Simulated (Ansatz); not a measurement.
Rows from a G0W0 calculation on SiB5P5C (zincblende [110] superlattice) (Ansatz 0.2.0; G0W0 on PBEsol, plane waves, PAW; PAW set soft_1; 4×4×2 mesh, 91 empty bands, screening to 44 eV, PAW set soft_1 files), in eV. Spin-orbit coupling is left out.

| row | k | band | start | Σx | Σc at the solution | Vxc |
| --- | --- | --- | --- | --- | --- | --- |
| A | (-0.500, 0.000, -0.500) | c1 | 10.441 | -7.482 | -3.645 | -11.932 |
| B | (-0.500, 0.000, -0.500) | v1 | 6.466 | -16.586 | 2.690 | -13.906 |
| C | Γ | v1 | 9.502 | -16.846 | 2.142 | -15.068 |
| D | (-0.500, 0.000, -0.500) | c2 | 10.544 | -7.649 | -3.619 | -12.083 |
| E | Γ | c1 | 10.620 | -7.183 | -3.764 | -11.751 |
| F | Γ | c2 | 10.822 | -7.287 | -3.791 | -11.898 |

Give the quasiparticle energies and the shift of each level.

The quasiparticle equation reads E = start + Σx + Σc(E) − Vxc.

| row | E (eV) | shift (eV) |
| --- | --- | --- |
| A | 11.246 | +0.804 |
| B | 6.476 | +0.010 |
| C | 9.867 | +0.365 |
| D | 11.360 | +0.815 |
| E | 11.423 | +0.804 |
| F | 11.643 | +0.821 |

Limits: not at the basis limit; coarse k mesh.

[Runs of the session that timed out or met a known fault of the program may be left out.]

[Cells called generated may have been cut or substituted from an entry of the Crystallography Open Database or the Materials Project.]

[Hosts, paths, dates, database ids (printed as entryN), source tags and the programs' standing remarks are cut or masked in the printed files.]
